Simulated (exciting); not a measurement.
The Se K edge of atom 1 in ZnSe (Stilleite), space group F-43m, with 4 Zn at 2.45 Å (tetrahedral, site symmetry -43m), was computed at 2 levels: exchange and screened direct term (singlet BSE) and independent particles. Common settings: exciting, all-electron LAPW+lo, PBE, 5×5×5 shifted k points, 18 conduction bands, |G+q| up to 3 bohr⁻¹, full RPA screening with nempty = 40, Lorentzian half width 1.17 eV.

Energy from the Kohn–Sham onset, core level to the lowest empty state found on the meshes used; all runs on one relative scale:

```csv
E (eV),run 1,run 2
-8.5,0.01,0.02
-8.0,0.01,0.02
-7.5,0.01,0.02
-7.0,0.01,0.02
-6.5,0.02,0.02
-6.0,0.02,0.03
-5.5,0.02,0.03
-5.0,0.02,0.03
-4.5,0.02,0.04
-4.0,0.02,0.04
-3.5,0.03,0.05
-3.0,0.03,0.06
-2.5,0.04,0.07
-2.0,0.04,0.09
-1.5,0.05,0.11
-1.0,0.06,0.14
-0.5,0.07,0.20
0.0,0.09,0.28
0.5,0.12,0.40
1.0,0.16,0.54
1.5,0.22,0.63
2.0,0.28,0.65
2.5,0.34,0.61
3.0,0.38,0.59
3.5,0.40,0.58
4.0,0.42,0.58
4.5,0.45,0.56
5.0,0.46,0.55
5.5,0.47,0.53
6.0,0.48,0.51
6.5,0.49,0.48
7.0,0.49,0.45
7.5,0.48,0.42
8.0,0.47,0.40
8.5,0.47,0.38
9.0,0.46,0.35
9.5,0.44,0.31
10.0,0.39,0.27
10.5,0.34,0.25
11.0,0.30,0.25
11.5,0.29,0.25
12.0,0.29,0.26
12.5,0.29,0.28
13.0,0.30,0.29
13.5,0.31,0.29
14.0,0.32,0.29
14.5,0.32,0.29
15.0,0.32,0.29
15.5,0.32,0.29
16.0,0.33,0.29
16.5,0.34,0.29
17.0,0.35,0.28
17.5,0.36,0.27
18.0,0.35,0.25
18.5,0.33,0.24
19.0,0.32,0.23
19.5,0.31,0.22
20.0,0.30,0.22
```

Q: Which run is which, and why?

Run 1: independent particles; highest local maximum in the window at 6.8 eV. Run 2: exchange and screened direct term (singlet BSE); highest local maximum in the window at 1.8 eV. The attractive direct term pulls weight down: the curves pass 0.10 at 0.2 and -1.7 eV in the order of the runs. Fine structure above the first lines is partly noise of the 125-point mesh.

[Banner, clock and machine lines of the logs are left out without a mark of their own.]

[Logs are printed without paths, hosts, clocks, repeated set-up lines and the standing remarks that a program may print on its own settings, such as how far it seeks lower states.]

[Hosts, paths, dates, database ids (printed as entryN), source tags and the programs' standing remarks are cut or masked in the printed files.]
